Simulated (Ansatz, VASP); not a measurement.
**Two plane-wave programs on C**

```
CELL_PARAMETERS angstrom
0.00000 1.47694 1.47694
1.47694 0.00000 1.47694
1.47694 1.47694 0.00000
ATOMIC_POSITIONS crystal
C 0.00000 0.00000 0.00000
```

Alike in both runs: task single point; functional PBE; k mesh 20 × 20 × 20; occupations fermi-dirac, width 0.1 eV; no spin polarisation.

|  | VASP | Ansatz |
| --- | --- | --- |
| version | VASP 6.6.1 | Ansatz 0.2.0 |
| potentials or method | VASP PAW PBE potentials, release 64 (C) | plane waves (420 eV) with PAW, scalar-relativistic |
| plane-wave cutoff (eV) | 520 | 420 |
| valence electrons in the cell | 4 | 4 |

|  | VASP | Ansatz | Ansatz less VASP |
| --- | --- | --- | --- |
| pressure (GPa) | 24.5 | 24.3 | -0.19 |

Caveats: so large a pressure means that the cell lies far from this level's equilibrium, or that cutoff or potentials fall short (VASP).
